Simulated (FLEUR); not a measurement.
Zr:

```xyz
2
Lattice="3.2320 0.0000 0.0000 -1.6160 2.7990 0.0000 0.0000 0.0000 5.1470" Properties=species:S:1:pos:R:3 pbc="T T T"
Zr    1.6160    0.9330    3.8603
Zr    0.0000    1.8660    1.2868
```

* Program: FLEUR MaX-R8.1 (later development tree)
* Task: single point
* Functional: PBEsol
* Potentials or basis: all-electron
* Basis: FLAPW
* Kmax: 4.1 1/bohr
* k mesh: 9 × 9 × 5
* Occupations: fermi-dirac, width 0.05 eV
* Spin: no spin polarisation
* Gmax: 12.7 1/bohr
* Muffin-tin radii: Zr 2.66 bohr
* lmax: Zr 10
* lnonsphr: Zr 10
* Local orbitals a species: Zr 5
* Max iterations: 60
* Mixing factor: 0.05
* Mixer: Anderson
* Mixer history: 15

On this cell: largest force under 0.003 eV/Å; band gap on the k mesh none (metal or under the smearing width).

The same run follows on a disturbed copy (atoms moved at random, drawn with an rms of 0.05 Å):

```
Zr
1.0
     3.23200    0.00000    0.00000
    -1.61600    2.79899    0.00000
     0.00000    0.00000    5.14700
Zr
2
Direct
  0.66214 0.33864 0.74918
  0.34713 0.68258 0.24458
```

Q: What changes?

A: The energy (extrapolated to zero smearing) moves by +1.0 meV/atom; largest force 0.097 eV/Å; band gap on the k mesh none (metal or under the smearing width).

Forces in eV/Å, atoms in the order of the input:
```
Zr   0.034  0.024 -0.087
Zr  -0.034 -0.024  0.087
```
